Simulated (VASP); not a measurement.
Here is a VASP 6.6.1 calculation.

The input INCAR:

```
SYSTEM = CoO
ALGO = Fast ; BPARAM = 10.0
CPARAM = 0.0093 ; EDIFF = 1E-6
EDIFFG = -0.01 ; ENCUT = 600
GGA = PE ; IBRION = 2
ISIF = 3 ; ISMEAR = -1
ISPIN = 2 ; IVDW_NL = 2
LASPH = .True. ; LCHARG = .False.
LMAXMIX = 4 ; LORBIT = 11
LREAL = .False. ; LUSE_VDW = .True.
LWAVE = .False. ; MAGMOM = 2 0
NELM = 120 ; NSW = 60
PREC = Accurate ; SIGMA = 0.05
```

The input KPOINTS:

```
k-points
0
Gamma
  8 8 7
  0 0 0
```

Contents of POSCAR:

```
CoO
1.0
    2.8284500000      0.0000000000      0.0000000000
   -1.4142300000      2.4495100000      0.0000000000
    0.0000000000      0.0000000000      2.7217200000
Co O
1 1
Direct
    0.0000000000      0.0000000000      0.5000000000
    0.6666700000      0.3333300000      0.0000000000
```

Potentials or basis: VASP PAW PBE potentials, release 64 (Co, O).

The run is started by

```sh
$ cat potpaw_PBE.64/Co/POTCAR potpaw_PBE.64/O/POTCAR > POTCAR
$ mpirun -np 1 vasp_std > vasp.out
```

Predict the band gap on the k mesh.

none (metal or under the smearing width).

What does it give for the space group after relaxing (to 0.05 Å)?

P-6m2 (No. 187).

The path:
```
step  energy change (eV)  largest force (eV/Å)  pressure (GPa)  volume (Å³)
   1              0.0000                0.0000           -3.17        18.86
   2             -0.0009                0.0000            2.51        18.35
   3             -0.0026                0.0000           -0.11        18.58
   4             -0.0026                0.0000            0.10        18.57
   5             -0.0027                0.0000           -0.21        18.59
   6             -0.0027                0.0000           -0.12        18.59
   7             -0.0027                0.0000           -0.09        18.59
```

Caveat: a cell with one magnetic atom can't hold antiferromagnetic order, which such compounds often take; semilocal functionals often make such compounds metallic where correlation or magnetic order opens a gap, which also shifts bond lengths; pairwise dispersion overbinds metals, which lowers pressure and volume. With open d or f shells a metallic result of PBE can be an artefact of self-interaction; +U or a hybrid may open a gap.
